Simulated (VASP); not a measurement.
A run of VASP 6.6.1 is set up as follows.

Contents of INCAR:

```
SYSTEM = I
PREC = Accurate ; ENCUT = 520
EDIFF = 1E-6 ; ISMEAR = 0
SIGMA = 0.1 ; LREAL = .False.
LASPH = .True. ; NELM = 100
ALGO = Fast ; ISIF = 2
LWAVE = .False. ; LCHARG = .False.
GGA = PS ; NBANDS = 10
```

The input KPOINTS:

```
Automatic mesh
0
Gamma
  12 12 18
  0 0 0
```

POSCAR

```
I
1.0
    2.5438040243     -3.6764900758      0.1015338632
    2.5438040243      3.6764900758      0.1015338632
   -1.5291158060      0.0000000000      2.2224951721
I
1
Direct
    0.5000000000      0.5000000000      0.5000000000
```

Potentials or basis: VASP PAW PBE potentials, release 64 (I).

Launch:

```sh
$ cat potpaw_PBE.64/I/POTCAR > POTCAR
$ mpirun -np 1 vasp_std > vasp.out
```

Q: Predict the band gap on the k mesh.

A: None (metal or under the smearing width).

Q: Estimate the pressure.

A: 6.2 GPa.

Stress tensor (GPa, compression positive):
```
  5.60   0.00 -10.08
  0.00  -0.43   0.00
-10.08   0.00  13.29
```

Caveat: the PAW data sets were made with another functional, which shifts forces and pressure a little; an odd number of electrons without spin polarisation forces a metal; a magnetic or distorted state may lie lower. Spin-orbit coupling is left out, which matters for the levels of I.
